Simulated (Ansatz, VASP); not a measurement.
TlBr in VASP and in Ansatz

```
CELL_PARAMETERS angstrom
3.89875 0.00000 0.00000
0.00000 3.89875 0.00000
0.00000 0.00000 3.89875
ATOMIC_POSITIONS crystal
Tl 0.00000 0.00000 0.00000
Br 0.50000 0.50000 0.50000
```

Change from the starting cell: volume scaled by 0.94.

Alike in both runs: task single point; functional PBE; k mesh 7 × 7 × 7; occupations fermi-dirac, width 0.05 eV; no spin polarisation.

```csv
,VASP,Ansatz
version,VASP 6.6.1,Ansatz 0.2.0
potentials or method,"VASP PAW PBE potentials, release 64 (Tl_d, Br), cutoff 520 eV","all-electron LAPW, scalar-relativistic"
```

|  | VASP | Ansatz | Ansatz less VASP |
| --- | --- | --- | --- |
| gap on the k mesh at the Fermi level (eV) | 2.21 | 2.20 | -0.005 |
| least direct gap on the mesh (eV) | 2.21 | 2.20 | -0.005 |
| pressure (GPa) | 3.0 | 3.1 | +0.04 |

Ansatz ran all-electron here, so the differences hold the error of VASP's frozen core and of both bases.

Caveats: spin-orbit coupling is left out, which as a rule narrows the gap of such compounds by several tenths of an eV; an odd mesh through Γ misses points on the zone boundary, where band edges often lie.
